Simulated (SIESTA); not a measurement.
# Rh under changes of volume

One of the cells (13.671 Å³/atom); the others are scaled copies at fixed shape and fractional positions:

```
CELL_PARAMETERS angstrom
0.00000 1.89785 1.89785
1.89785 0.00000 1.89785
1.89785 1.89785 0.00000
ATOMIC_POSITIONS crystal
Rh 0.00000 0.00000 0.00000
```

| Item | Value |
| --- | --- |
| Program | SIESTA 5.4.2 |
| Functional | PBE |
| Potentials or basis | PseudoDojo 0.4 standard (PBE files) |
| Basis | SZ (energy shift 0.003 Ry) |
| Grid cutoff | 800 Ry |
| Energy shift | 0.003 Ry |
| k mesh | 12 × 12 × 12 |
| Occupations | fermi-dirac, width 0.05 eV |
| Spin | no spin polarisation |

```tsv
volume (Å³/atom)	energy over the lowest point (meV/atom)	pressure (GPa)
12.851	259.97	48.9
13.125	184.65	39.8
13.398	?	?
13.671	77.06	24.4
13.945	41.18	18.1
14.218	15.74	12.0
14.492	0.00	7.1
```

Task: What does the run at 13.398 Å³/atom give?

Result: Energy over the lowest point 124.42 meV/atom; pressure 31.3 GPa.

Worked out: A Birch-Murnaghan fit of order 3 (a polynomial in V^(-2/3)) to the other rows has its minimum at 14.90 Å³/atom, just outside them, with B0 = V·E''(V) = 229 GPa and B' = 4.9. It gives 124.36 meV/atom at 13.398 Å³/atom, against the run's 124.42, and -dE/dV = 31.5 GPa, against 31.3.

Energies are extrapolated to zero smearing.

Caveats: the basis has no polarisation orbitals; the basis of atomic orbitals isn't converged, which shifts pressures, moduli and gaps.
